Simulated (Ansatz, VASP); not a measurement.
# BN in VASP and in Ansatz

Contents of INCAR:

```
SYSTEM = BN
PREC = Accurate
ENCUT = 520
EDIFF = 1E-6
ISMEAR = -1
SIGMA = 0.05
LREAL = .FALSE.
LASPH = .TRUE.
NELM = 60
ALGO = Normal
ISIF = 2
LWAVE = .FALSE.
LCHARG = .FALSE.
GGA = PE
NBANDS = 11
```

File KPOINTS:

```
regular mesh
0
G
  12 12 12
  0 0 0
```

File POSCAR:

```
BN
1.0
    1.2511217832      0.7223354983      3.3729344033
   -1.2511217832      0.7223354983      3.3729344033
    0.0000000000     -1.4446709966      3.3729344033
N B
1 1
Direct
    0.6672382000      0.6672382000      0.6672382000
    0.0003288000      0.0003288000      0.0003288000
```

KPOINTS_OPT

```
path GLB1,BZGX,QFP1Z,LP
10
line-mode
reciprocal
 0.0000000000  0.0000000000  0.0000000000  G
 0.5000000000  0.0000000000  0.0000000000  L

 0.5000000000  0.0000000000  0.0000000000  L
 0.5000000000  0.1972419765 -0.1972419765  B1

 0.8027580235  0.5000000000  0.1972419765  B
 0.5000000000  0.5000000000  0.5000000000  Z

 0.5000000000  0.5000000000  0.5000000000  Z
 0.0000000000  0.0000000000  0.0000000000  G

 0.0000000000  0.0000000000  0.0000000000  G
 0.3486209883  0.0000000000 -0.3486209883  X

 0.6513790117  0.3486209883  0.0000000000  Q
 0.5000000000  0.5000000000  0.0000000000  F

 0.5000000000  0.5000000000  0.0000000000  F
 0.6513790117  0.6513790117  0.1972419765  P1

 0.6513790117  0.6513790117  0.1972419765  P1
 0.5000000000  0.5000000000  0.5000000000  Z

 0.5000000000  0.0000000000  0.0000000000  L
 0.8027580235  0.3486209883  0.3486209883  P
```

File input.yaml:

```yaml
crystal:
  lattice:
    - [1.2511217832, 0.7223354983, 3.3729344033]
    - [-1.2511217832, 0.7223354983, 3.3729344033]
    - [0.0, -1.4446709966, 3.3729344033]
  atoms:
    - { symbol: "N", position: [0.6672382, 0.6672382, 0.6672382] }
    - { symbol: B, position: [0.0003288, 0.0003288, 0.0003288] }
hamiltonian:
  xc: pbe
  pseudopotentials: { kind: paw }
kpoints:
  mp_grid: { grid: [12, 12, 12] }
  band_path:
    path:
      - [[0.0, 0.0, 0.0], [0.5, 0.0, 0.0], [0.5, 0.1972419765, -0.1972419765]]
      - [[0.8027580235, 0.5, 0.1972419765], [0.5, 0.5, 0.5], [0.0, 0.0, 0.0], [0.3486209883, 0.0, -0.3486209883]]
      - [[0.6513790117, 0.3486209883, 0.0], [0.5, 0.5, 0.0], [0.6513790117, 0.6513790117, 0.1972419765], [0.5, 0.5, 0.5]]
      - [[0.5, 0.0, 0.0], [0.8027580235, 0.3486209883, 0.3486209883]]
    npoints: 14
scf:
  occupations: { method: fermi_dirac, width: 0.05 }
  n_extra_bands: 6
output:
  forces: true
  stress: true
  eigenvalues: true
  fatbands: false
  write_density: true
  write_potential: true
  elf: true
  volumetric_format: npy
```

The cell is a database's computed one.

Alike in both runs: task band structure; functional PBE; k mesh 12 × 12 × 12; occupations fermi-dirac, width 0.05 eV; no spin polarisation.

|  | VASP | Ansatz |
| --- | --- | --- |
| version | VASP 6.6.1 | Ansatz 0.2.0 |
| potentials or method | VASP PAW PBE potentials, release 54 (N, B) | Ansatz PAW |
| plane-wave cutoff (eV) | 520 | 420 |
| valence electrons in the cell | 8 | 8 |

```tsv
	VASP	Ansatz	Ansatz less VASP
gap on the k mesh at the Fermi level (eV)	4.28	4.29	+0.007
least direct gap on the mesh (eV)	4.70	4.70	+0.003
gap along the band path (eV)	4.22	4.24	+0.019
pressure (GPa)	3.6	3.6	-0.07
largest component of the traceless stress (GPa)	1.40	1.20	-0.208
```

With one functional, cell and mesh, what is left measures potentials, basis and numerics.

Caveats: the pressure holds a Pulay correction of +0.6 GPa for the finite cutoff (Ansatz). PBE gaps usually lie below the measured ones, often by a third to a half.
